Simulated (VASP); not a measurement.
# Pb (Fm-3m) in VASP: notebook

One crystal, Pb, is run at these levels: vdW-DF-cx, vdW-DF2, optB86b-vdW, rev-vdW-DF2, vdW-DF; tasks: relaxation of cell and atoms.

Program: VASP 6.6.1. These are calculated values, not measurements. Logs are shortened: lines on timing, memory, paths and dates and some standing lists are left out, and cuts for length are marked.

### 1 The structure

It takes space group Fm-3m (No. 225, cubic). The conventional cell has a = 4.950 Å, b = 4.950 Å, c = 4.950 Å, α = 90.00°, β = 90.00°, γ = 90.00°. Around Pb (site symmetry m-3m) lie 12 Pb at 3.50 Å.

### 2 Relaxation of cell and atoms, vdW-DF-cx

File INCAR:

```
SYSTEM = Pb
  PREC = Accurate
  ENCUT = 600
  EDIFF = 1E-7
  ISMEAR = -1
  SIGMA = 0.05
  LREAL = .FALSE.
  LASPH = .TRUE.
  NELM = 100
  ALGO = Normal
  ISIF = 3
  LWAVE = .FALSE.
  LCHARG = .FALSE.
  GGA = CX
  LUSE_VDW = .TRUE.
  AGGAC = 0.0
  IBRION = 2
  NSW = 40
  EDIFFG = -0.005
```

File KPOINTS:

```
Automatic mesh
0
G
  9 9 9
  0 0 0
```

File POSCAR:

```
Pb
1.0
    0.0000000000      2.4750200000      2.4750200000
    2.4750200000      0.0000000000      2.4750200000
    2.4750200000      2.4750200000      0.0000000000
Pb
1
Direct
    0.0000000000      0.0000000000      0.0000000000
```

Potentials or basis: VASP PAW PBE potentials, release 64 (Pb_d).

Started as:

```sh
$ cat potpaw_PBE.64/Pb_d/POTCAR > POTCAR
$ mpirun -np 1 vasp_std > vasp.out
```

OUTCAR:

```text
SYSTEM = Pb
   PREC = Accurate
   ENCUT = 600
   EDIFF = 1E-7
   ISMEAR = -1
   LREAL = .FALSE.
   LASPH = .TRUE.
   NELM = 100
   ISIF = 3
   GGA = CX
   IBRION = 2
   NSW = 40
   EDIFFG = -0.005

 ion  position               nearest neighbor table
   1  0.000  0.000  0.000-

  LATTYP: Found a face centered cubic cell.
 ALAT       =     4.9500400000

  Lattice vectors:

 A1 = (   0.0000000000,   2.4750200000,   2.4750200000)
 A2 = (   2.4750200000,   0.0000000000,   2.4750200000)
 A3 = (   2.4750200000,   2.4750200000,   0.0000000000)

Analysis of symmetry for initial positions (statically):
=====================================================================
 Subroutine PRICEL returns:
 Original cell was already a primitive cell.

 Routine SETGRP: Setting up the symmetry group for a
 face centered cubic supercell.

 Subroutine GETGRP returns: Found 48 space group operations
 (whereof 48 operations were pure point group operations)
 out of a pool of 48 trial point group operations.

The static configuration has the point symmetry O_h .

Analysis of symmetry for dynamics (positions and initial velocities):
=====================================================================
 Subroutine PRICEL returns:
 Original cell was already a primitive cell.

 Routine SETGRP: Setting up the symmetry group for a
 face centered cubic supercell.

 Subroutine GETGRP returns: Found 48 space group operations
 (whereof 48 operations were pure point group operations)
 out of a pool of 48 trial point group operations.

The dynamic configuration has the point symmetry O_h .

 Subroutine INISYM returns: Found 48 space group operations
 (whereof 48 operations are pure point group operations),
 and found     1 'primitive' translations

----------------------------------------------------------------------------------------

                                     Primitive cell

  volume of cell :      30.3226

  direct lattice vectors                    reciprocal lattice vectors
     0.000000000  2.475020000  2.475020000    -0.202018570  0.202018570  0.202018570
     2.475020000  0.000000000  2.475020000     0.202018570 -0.202018570  0.202018570
     2.475020000  2.475020000  0.000000000     0.202018570  0.202018570 -0.202018570

  length of vectors
     3.500206851  3.500206851  3.500206851     0.349906427  0.349906427  0.349906427

  position of ions in fractional coordinates (direct lattice)
     0.000000000  0.000000000  0.000000000

  ion indices of the primitive-cell ions
   primitive index   ion index
                 1           1

----------------------------------------------------------------------------------------

 KPOINTS: Automatic mesh

Automatic generation of k-mesh.
 Grid dimensions read from file:
 generate k-points for:    9    9    9

 Generating k-lattice:

  Cartesian coordinates                     Fractional coordinates (reciprocal lattice)
    -0.022446508  0.022446508  0.022446508     0.111111111  0.000000000  0.000000000
     0.022446508 -0.022446508  0.022446508     0.000000000  0.111111111  0.000000000
     0.022446508  0.022446508 -0.022446508     0.000000000  0.000000000  0.111111111

  Length of vectors
     0.038878492  0.038878492  0.038878492

  Shift w.r.t. Gamma in fractional coordinates (k-lattice)
     0.000000000  0.000000000  0.000000000

 Subroutine IBZKPT returns following result:
 ===========================================

 Found     35 irreducible k-points:

 Following reciprocal coordinates:
            Coordinates               Weight
  0.000000  0.000000  0.000000      1.000000
  0.111111  0.000000  0.000000      8.000000
  0.222222  0.000000  0.000000      8.000000
  0.333333  0.000000  0.000000      8.000000
  0.444444  0.000000  0.000000      8.000000
  0.111111  0.111111  0.000000      6.000000
[... 16 lines left out ...]
 -0.333333  0.333333  0.000000     12.000000
  0.444444  0.444444  0.000000      6.000000
 [... further k-points ...]
   k-points           NKPTS =     35   k-points in BZ     NKDIM =     35   number of bands    NBANDS=     11
   number of dos      NEDOS =    301   number of ions     NIONS =      1
   total plane-waves  NPLWV =  21952
   dimension x,y,z NGX =    28 NGY =   28 NGZ =   28
   dimension x,y,z NGXF=    56 NGYF=   56 NGZF=   56
   ions per type =               1
   NGX,Y,Z   is equivalent  to a cutoff of  13.30, 13.30, 13.30 a.u.
   NGXF,Y,Z  is equivalent  to a cutoff of  26.60, 26.60, 26.60 a.u.
 SYSTEM =  Pb
   PREC   = accura    normal or accurate (medium, high low for compatibility)
   ISTART =      0    job   : 0-new  1-cont  2-samecut
   ICHARG =      2    charge: 1-file 2-atom 10-const
   ISPIN  =      1    spin polarized calculation?
   LNONCOLLINEAR =      F non collinear calculations
   LSORBIT =      F    spin-orbit coupling
   LASPH  =      T    aspherical Exc in radial PAW
   ENCUT  =  600.0 eV  44.10 Ry    6.64 a.u.   6.99  6.99  6.99*2*pi/ulx,y,z
   NELM   =    100;   NELMIN=  2; NELMDL= -5     # of ELM steps
   EDIFF  = 0.1E-06   stopping-criterion for ELM
   LREAL  =      F    real-space projection
   EDIFFG = -.5E-02   stopping-criterion for IOM
   NSW    =     40    number of steps for IOM
   IBRION =      2    ionic relax: 0-MD 1-quasi-New 2-CG
   NFREE  =      1    steps in history (QN), initial steepest desc. (CG)
   ISIF   =      3    stress and relaxation
   ISYM   =      2    0-nonsym 1-usesym 2-fastsym
   POTIM  = 0.5000    time-step for ionic-motion
   TEBEG  =    0.0;   TEEND  =   0.0 temperature during run
   PSTRESS=    0.0 pullay stress
   NELECT =      14.0000    total number of electrons
   NUPDOWN=      -1.0000    fix difference up-down
   EMIN   =  10.00;   EMAX   =-10.00  energy-range for DOS
   EFERMI =   0.00;   METHOD = LEGACY
   ISMEAR =    -1;   SIGMA  =   0.05  broadening in eV -4-tet -1-fermi 0-gaus
   EFERMI_NEDOS =   21; number of points for ismear=-14 and -15
   IALGO  =     38    algorithm
   IMIX   =      4    mixing-type and parameters
     AMIX     =   0.40;   BMIX     =  1.00
     AMIX_MAG =   1.60;   BMIX_MAG =  1.00
  volume/ion in A,a.u.               =      30.32       204.63
  Fermi-wavevector in a.u.,A,eV,Ry     =   1.265306  2.391081 21.782907  1.600999
  Thomas-Fermi vector in A             =   2.398566
   LORBIT       =      0    0 simple, 1 ext, 2 COOP (PROOUT), +10 PAW based schemes
   GGA     = CX    functional components
   LHFCALC =     F    Hartree Fock is set to
   AEXX    =    0.0000 exact exchange contribution
   IVDW_NL    =     1    kernel type
   BPARAM     = 6.3000
   IVDW    =     0    specifies the selected vdW correction
   LEPSILON=     F    determine dielectric tensor
   LRPA    =     F    only Hartree local field effects (RPA)
 conjugate gradient relaxation of ions
 non-spin polarized calculation
  energy-cutoff  :      600.00
  volume of cell :       30.32
 maximum number of plane-waves:      1022
   NGX = 13   NGY = 13   NGZ = 13

--------------------------------------- Ionic step        1  -------------------------------------------

 number of electron      13.9999999 magnetization

 Free energy of the ion-electron system (eV)
  ---------------------------------------------------
  ext. energy  EPLUGINS =         0.00000000
  ---------------------------------------------------
  free energy    TOTEN  =        -0.56445851 eV

  energy without entropy =       -0.56130748  energy(sigma->0) =       -0.56288299

------------------------ aborting loop because EDIFF is reached ----------------------------------------

  FORCE on cell =-STRESS in cart. coord.  units (eV):
  Direction    XX          YY          ZZ          XY          YZ          ZX
  --------------------------------------------------------------------------------------
  -------------------------------------------------------------------------------------
  Total       -0.0795807     -0.0795807     -0.0795807     -0.0000000     -0.0000000      0.0000000
  in kB       -4.2048669     -4.2048669     -4.2048669     -0.0000000     -0.0000000      0.0000000
  external PRESSURE =      -4.2048669 kB  Pullay stress =       0.0000000 kB

 VOLUME and BASIS-vectors are now :
 -----------------------------------------------------------------------------
  energy-cutoff  :      600.00
  volume of cell :       30.32
      direct lattice vectors                 reciprocal lattice vectors
     0.000000000  2.475020000  2.475020000    -0.202018570  0.202018570  0.202018570
     2.475020000  0.000000000  2.475020000     0.202018570 -0.202018570  0.202018570
     2.475020000  2.475020000  0.000000000     0.202018570  0.202018570 -0.202018570
[... 44 lines left out ...]
  FREE ENERGIE OF THE ION-ELECTRON SYSTEM (eV)
  ---------------------------------------------------
  free  energy   TOTEN  =        -0.5647639482 eV

  energy  without entropy=       -0.5616829046  energy(sigma->0) =       -0.56322343

Total vdW correction in eV:      2.3871680

--------------------------------------- Ionic step        3  -------------------------------------------

 number of electron      13.9999999 magnetization

 Free energy of the ion-electron system (eV)
  ---------------------------------------------------
  ext. energy  EPLUGINS =         0.00000000
  ---------------------------------------------------
  free energy    TOTEN  =        -0.56480152 eV

  energy without entropy =       -0.56170563  energy(sigma->0) =       -0.56325358

 E-fermi :   7.0768     XC(G=0): -10.3265

 val. band max:        6.8513456328   @ k =  -0.3333   0.3333   0.1111
 cond. band min:       7.0834160711   @ k =  -0.2222   0.3333   0.1111
 fundamental gap:      0.2320704383
 Fermi energy:         7.0767970951

 k-point     1 :       0.0000    0.0000    0.0000
  band No.  band energies     occupation
      1      -9.7819      2.00000
      2      -9.7819      2.00000
      3      -9.7819      2.00000
      4      -9.6363      2.00000
      5      -9.6363      2.00000
      6      -4.6117      2.00000
      7      14.6465      0.00000
      8      14.6465      0.00000
      9      14.6465      0.00000
     10      17.0791      0.00000
     11      18.7440      0.00000

 k-point     2 :       0.1111    0.0000    0.0000
  band No.  band energies     occupation
      1      -9.7826      2.00000
      2      -9.7649      2.00000
      3      -9.7649      2.00000
      4      -9.6365      2.00000
      5      -9.6365      2.00000
      6      -4.3722      2.00000
      7      12.2913      0.00000
      8      14.3658      0.00000
      9      14.3658      0.00000
     10      16.6914      0.00000
     11      19.6855      0.00000
[... 295 lines left out ...]
 k-point    24 :       0.4444    0.4444    0.0000
  band No.  band energies     occupation
      1      -9.9460      2.00000
      2      -9.8520      2.00000
      3      -9.5124      2.00000
      4      -9.4728      2.00000
      5      -9.4728      2.00000
      6       0.0207      2.00000
      7       4.4863      2.00000
      8       9.3567      0.00000
      9       9.3567      0.00000
     10      12.7867      0.00000
     11      14.0195      0.00000

 [... further k-points ...]

------------------------ aborting loop because EDIFF is reached ----------------------------------------

  FORCE on cell =-STRESS in cart. coord.  units (eV):
  Direction    XX          YY          ZZ          XY          YZ          ZX
  --------------------------------------------------------------------------------------
  -------------------------------------------------------------------------------------
  Total        0.0003068      0.0003068      0.0003068     -0.0000000      0.0000000      0.0000000
  in kB        0.0163507      0.0163507      0.0163507     -0.0000000      0.0000000      0.0000000
  external PRESSURE =       0.0163507 kB  Pullay stress =       0.0000000 kB

 VOLUME and BASIS-vectors are now :
 -----------------------------------------------------------------------------
  energy-cutoff  :      600.00
  volume of cell :       30.06
      direct lattice vectors                 reciprocal lattice vectors
     0.000000000  2.467899498  2.467899498    -0.202601443  0.202601443  0.202601443
     2.467899498 -0.000000000  2.467899498     0.202601443 -0.202601443  0.202601443
     2.467899498  2.467899498  0.000000000     0.202601443  0.202601443 -0.202601443

 POSITION                                       TOTAL-FORCE (eV/Angst)
 -----------------------------------------------------------------------------------
      0.00000      0.00000      0.00000        -0.000000      0.000000     -0.000000
 -----------------------------------------------------------------------------------
    total drift:                               -0.000000     -0.000000     -0.000000

  FREE ENERGIE OF THE ION-ELECTRON SYSTEM (eV)
  ---------------------------------------------------
  free  energy   TOTEN  =        -0.5648015227 eV

  energy  without entropy=       -0.5617056324  energy(sigma->0) =       -0.56325358

Total vdW correction in eV:      2.3894641

 reached required accuracy - stopping structural energy minimisation
```

It took 93 s on 1 thread of Intel Xeon Platinum 8375C at 2.90GHz (Ice Lake), shared host; peak memory 0.33 GiB.

Results:

* Free energy: -0.5648 eV
* Relaxed volume: 30.06 Å³/atom
* Relaxed cell: a = 3.490 Å, b = 3.490 Å, c = 3.490 Å, α = 60.00°, β = 60.00°, γ = 60.00°
* Space group after relaxing (to 0.05 Å): Fm-3m (No. 225)
* Energy gained by relaxing: 0.3 meV/atom
* Ionic steps: 3
* Pressure after relaxing: 0.0 GPa
* Band gap on the k mesh: none (metal or under the smearing width)

The path:
```csv
step,energy change (eV),largest force (eV/Å),pressure (GPa),volume (Å³)
1,0.0000,0.0000,-0.42,30.32
2,-0.0003,0.0000,0.14,29.97
3,-0.0003,0.0000,0.00,30.06
```

Final structure:
```cif
data_structure
_symmetry_space_group_name_H-M 'P 1'
_symmetry_Int_Tables_number 1
_cell_length_a 3.4901
_cell_length_b 3.4901
_cell_length_c 3.4901
_cell_angle_alpha 60.000
_cell_angle_beta 60.000
_cell_angle_gamma 60.000
_cell_volume 30.06
loop_
_atom_site_label
_atom_site_type_symbol
_atom_site_fract_x
_atom_site_fract_y
_atom_site_fract_z
_atom_site_occupancy
Pb1 Pb 0.00000 0.00000 0.00000 1
```

Caveat: the PAW data sets were made with another functional, which shifts forces and pressure a little. The run has no spin-orbit coupling, so splittings on Pb are missing.

### 3 Relaxation of cell and atoms, vdW-DF2

File INCAR:

```
AGGAC = 0.0 ; ALGO = Normal
EDIFF = 1E-6 ; EDIFFG = -0.01
ENCUT = 600 ; GGA = ML
IBRION = 2 ; ISIF = 3
ISMEAR = -1 ; LASPH = T
LCHARG = F ; LREAL = F
LUSE_VDW = T ; LWAVE = F
NELM = 100 ; NSW = 40
PREC = Accurate ; SIGMA = 0.05
ZAB_VDW = -1.8867
```

File KPOINTS:

```
k-points
0
Gamma
  9 9 9
```

POSCAR is that of step 2.

Potentials or basis: VASP PAW PBE potentials, release 64 (Pb_d).

Started as:

```sh
$ cat potpaw_PBE.64/Pb_d/POTCAR > POTCAR
$ mpirun -np 1 vasp_std > vasp.out
```

Wall time 2.5 min (1 thread of Intel Xeon Platinum 8375C at 2.90GHz (Ice Lake), shared host); peak memory 0.33 GiB.

The run converged. Its results:

| Property | Result |
| --- | --- |
| Free energy | -0.1579 eV |
| Relaxed volume | 35.64 Å³/atom |
| Relaxed cell | a = 3.694 Å, b = 3.694 Å, c = 3.694 Å, α = 60.00°, β = 60.00°, γ = 60.00° |
| Space group after relaxing (to 0.05 Å) | Fm-3m (No. 225) |
| Energy gained by relaxing | 110.6 meV/atom |
| Ionic steps | 5 |
| Pressure after relaxing | 0.0 GPa |
| Band gap on the k mesh | none (metal or under the smearing width) |

The path:
```
step  energy change (eV)  largest force (eV/Å)  pressure (GPa)  volume (Å³)
   1              0.0000                0.0000            7.70        30.32
   2             -0.1042                0.0000           -1.26        37.18
   3             -0.1105                0.0000            0.05        35.60
   4             -0.1105                0.0000           -0.06        35.71
   5             -0.1106                0.0000            0.00        35.64
```

Final structure:
```yaml
crystal:
  lattice:
    - [0.00000, 2.61195, 2.61195]
    - [2.61195, 0.00000, 2.61195]
    - [2.61195, 2.61195, 0.00000]
  atoms:
    - { symbol: Pb, position: [0.00000, 0.00000, 0.00000] }
```

Levels at points of the mesh, in eV from the Fermi level:
```tsv
k point	band 3	band 4	band 5	band 6	band 7	band 8	band 9	band 10	band 11
(0.00, 0.00, 0.00)	-16.93	-16.85	-16.85	-10.77	5.97	5.97	5.97	10.01	10.08
```

Caveat: the volume moved by over 15 % at a fixed basis, so the end points are rough; the PAW data sets were made with another functional, which shifts forces and pressure a little; the volume moved by +18 % from the deposited cell, more than functionals usually miss.

(Continued in part 2 of 2.)
